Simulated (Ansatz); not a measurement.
Zincblende MgS, relaxed with r2SCAN: the symmetry is F-43m (No. 216, cubic); a = 5.662 Å in the conventional setting, 22.69 Å³ an atom. Mg has 4 S at 2.45 Å; S has 4 Mg at 2.45 Å. One-shot G0W0@PBE in Ansatz on a 4×4×4 mesh (contour deformation, no spin-orbit coupling), from a PBE gap of 3.462 eV over the mesh points (the G0W0 gap is direct on the mesh); the number N of bands summed and the screening cutoff rise together. Simulation only: spin-unpolarised, and no claim that this is the phase found in nature.

```csv
N,cutoff (eV),1000/N,G0W0 gap (eV)
81,80,12.346,4.896
178,140,5.618,5.019
```

Q: Lay a straight line in 1000/N through these rows.

A: The slope is -0.0183 eV per unit of 1000/N and the intercept 5.122 eV.

Q: Predict the gap at N = 321 (210 eV).

A: 5.122 + (-0.0183) × 3.115 = 5.065 eV; the run gives 5.079 eV, +0.014 eV from the line.

Q: With that run's result added, what limit do the last two rows suggest?

A: Their slope is (5.079 − 5.019)/(3.115 − 5.618) = -0.0240, which meets 1/N = 0 at 5.15 eV, against 5.122 eV from the first line. The slope steepens, so 1/N isn't yet asymptotic and the true limit probably lies higher still; the k mesh isn't extrapolated.
